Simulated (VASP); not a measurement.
Here is a VASP 6.6.1 calculation.

File INCAR:

```
ALGO     = Normal         # electronic algorithm
EDIFF    = 1E-7           # SCF threshold, eV
ENCUT    = 520            # plane-wave cutoff, eV
GGA      = PS             # functional
ISIF     = 2              # what is computed and relaxed
ISMEAR   = 0              # smearing method
LASPH    = T              # aspherical terms in the spheres
LCHARG   = F              # write CHGCAR
LREAL    = F              # projectors in reciprocal space
LWAVE    = F              # write WAVECAR
NBANDS   = 16             # bands
NELM     = 100            # most SCF steps
PREC     = Accurate       # precision mode
SIGMA    = 0.01           # smearing width, eV
```

KPOINTS

```
k-points
0
Gamma
  8 8 8
```

Contents of POSCAR:

```
CdTe
1.0
    0.0000000000      3.2447046466      3.2447046466
    3.2447046466      0.0000000000      3.2447046466
    3.2447046466      3.2447046466      0.0000000000
Cd Te
1 1
Direct
    0.0000000000      0.0000000000      0.0000000000
    0.7500000000      0.7500000000      0.7500000000
```

Potentials or basis: VASP PAW PBE potentials, release 64 (Cd, Te).

The run is started by

```console
$ cat potpaw_PBE.64/Cd/POTCAR potpaw_PBE.64/Te/POTCAR > POTCAR
$ mpirun -np 1 vasp_std > vasp.out
```

Problem. What does it give for the pressure?

Solution. 0.2 GPa.

Problem. Predict the band gap on the k mesh.

Solution. 0.65 eV, direct.

Caveat: the PAW data sets were made with another functional, which shifts forces and pressure a little; spin-orbit coupling is left out, which moves the levels of the heavy elements.

**Experimental background.**

From a printed reference work, data compilation, for a bulk crystal of CdTe at 0 K: band gap 1.607 eV.

Measured gap of CdTe: 1.607 eV (0 K; a printed reference work, data compilation). This calculation gives 0.65 eV (-0.96 eV). Spin-orbit coupling on Cd, Te is left out. The value is that of PBEsol, without temperature or zero-point motion. Semilocal functionals fall short of measured gaps as a rule.
